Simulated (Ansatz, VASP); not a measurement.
**CsSnI3: VASP beside Ansatz**

```
Cs I Sn
1.0
     6.20570    0.00000    0.00000
     0.00000    6.20570    0.00000
     0.00000    0.00000    6.20570
Cs I Sn
1 3 1
Cartesian
  0.0000 0.0000 0.0000
  3.1029 3.1029 0.0000
  3.1029 0.0000 3.1029
  0.0000 3.1029 3.1029
  3.1029 3.1029 3.1029
```

Alike in both runs: task relaxation of cell and atoms; functional PBE; k mesh 4 × 4 × 4; occupations fermi-dirac, width 0.05 eV; no spin polarisation.

|  | VASP | Ansatz |
| --- | --- | --- |
| version | VASP 6.6.1 | Ansatz 0.2.0 |
| potentials or method | VASP PAW PBE potentials, release 64 (Cs_sv, I, Sn_d) | Ansatz PAW |
| plane-wave cutoff (eV) | 600 | 420 |
| valence electrons in the cell | 44 | 74 |

Ansatz gave:

| Quantity | Value |
| --- | --- |
| gap on the k mesh at the Fermi level, each at its own relaxed structure (eV) | 0.50 |
| relaxed volume (Å³/atom) | 50.01 |
| relaxed cell length with the largest relative difference (Å) | 6.300 |
| energy change over the relaxation (meV/atom) | -6 |

Q: Which values does VASP return?

A: gap on the k mesh at the Fermi level, each at its own relaxed structure (eV): 0.50; relaxed volume (Å³/atom): 50.12; relaxed cell length with the largest relative difference (Å): 6.305; energy change over the relaxation (meV/atom): -6.

The two sets of potentials don't hold the same shells in valence.

Caveats: spin-orbit coupling is left out, which moves the levels of the heavy elements; the plane-wave basis is chosen anew once the cell has moved, so the energies of steps on either side of that aren't comparable (Ansatz). A k mesh can miss the band edges. Zero-point motion and thermal expansion aren't in these numbers.
